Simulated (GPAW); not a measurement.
Runs of GPAW 26.7.0 on TePb. Symmetry: Pm-3m, No. 221, cubic system. Conventional cell: a = 4.002 Å, b = 4.002 Å, c = 4.002 Å, α = 90.00°, β = 90.00°, γ = 90.00°. Pb (site symmetry m-3m) has 8 Te at 3.47 Å as nearest neighbours. Te (site symmetry m-3m) is surrounded by 8 Pb at 3.47 Å. Measurements of this composition are mostly on another form, of space group No. 225.

| task | level | potentials or basis | cell | k mesh | cutoff (eV) | smearing | eigensolver | maxiter | optimizer | fmax | max steps | mesh quality | gap on the mesh (eV) | pressure (GPa) | relaxed volume (Å³/atom) |
| --- | --- | --- | --- | --- | --- | --- | --- | --- | --- | --- | --- | --- | --- | --- | --- |
| relaxation of cell and atoms | BLYP+D4 | PAW data sets generated in the run's folder for this functional, pw | relaxed | 7 × 7 × 7 | 600 | fermi-dirac 0.05 eV | davidson | 150 | BFGS | 0.02 eV/Å | 100 | not flagged | none | 0.1 | (b) |
| single point | RPBE | the program's PAW data sets (release 1.2.1) made for this functional, pw | as given | 7 × 7 × 7 | 600 | gaussian 0.05 eV | - | 150 | - | - | - | not flagged | none | 1.4 | - |
| single point | PBE0 | GPAW PAW data sets (gpaw-data 1.2.1), pw | as given | 2 × 2 × 2 | 450 | fermi-dirac 0.05 eV | - | 60 | - | - | - | coarse | none | - | - |
| single point | LDA | the program's PAW data sets (release 1.2.1) made for this functional, pw | as given | 7 × 7 × 7 | 600 | gaussian 0.1 eV | - | 150 | - | - | - | not flagged | none | -4.2 | - |
| relaxation of cell and atoms | revPBE+D4 | the program's PAW data sets (release 1.2.1) made for this functional, pw | relaxed | 7 × 7 × 7 | 600 | fermi-dirac 0.05 eV | - | 150 | BFGS | 0.02 eV/Å | 40 | not flagged | none | -0.1 | 32.42 |
| relaxation of cell and atoms | RPBE+D4 | the program's PAW data sets (release 1.2.1) made for this functional, pw | relaxed | 7 × 7 × 7 | 600 | fermi-dirac 0.05 eV | - | 150 | LBFGS | 0.05 eV/Å | 60 | not flagged | none | 0.1 | 32.44 |
| relaxation of cell and atoms | RPBE+D3(BJ) | the program's PAW data sets (release 1.2.1) made for this functional, pw | relaxed to 20 GPa | 7 × 7 × 7 | 600 | fermi-dirac 0.05 eV | - | 150 | LBFGS | 0.05 eV/Å | 40 | not flagged | none | 19.6 | - |
| single point | HSE06 | GPAW PAW data sets (gpaw-data 1.2.1), pw | as given | 2 × 2 × 2 | 500 | fermi-dirac 0.05 eV | - | 60 | - | - | - | coarse | none | - | - |
| relaxation of cell and atoms | revPBE+D3(BJ) | the program's PAW data sets (release 1.2.1) made for this functional, pw | relaxed | 7 × 7 × 7 | 600 | fermi-dirac 0.05 eV | - | 150 | FIRE | 0.02 eV/Å | 40 | not flagged | none | 0.0 | 29.68 |
| relaxation of cell and atoms | BLYP+D3(BJ) | PAW data sets generated in the run's folder for this functional, pw | relaxed | 7 × 7 × 7 | 600 | fermi-dirac 0.05 eV | davidson | 150 | BFGS | 0.02 eV/Å | 60 | not flagged | none | -0.1 | (a) |

Alike in all rows: no spin polarisation.

Problem. Estimate the missing entries.

Solution. (a) 31.20; (b) 32.67.

Caveats: some runs use coarse meshes; later steps reuse the first step's grids (some runs); pairwise dispersion overbinds metals, which lowers pressure and volume (some runs); exact exchange converges slowly with the k mesh, and this mesh is small (some runs); the PAW data sets were made with another functional, which shifts forces and pressure a little (some runs); the volume moved by over 15 % at a fixed basis, so the end points are rough (some runs).

A k mesh can miss the band edges, and the runs leave out spin-orbit coupling on Pb, Te.

A gap of «none» marks a metal or a gap under the smearing width.

Runs at the PBE level aren't shown here.
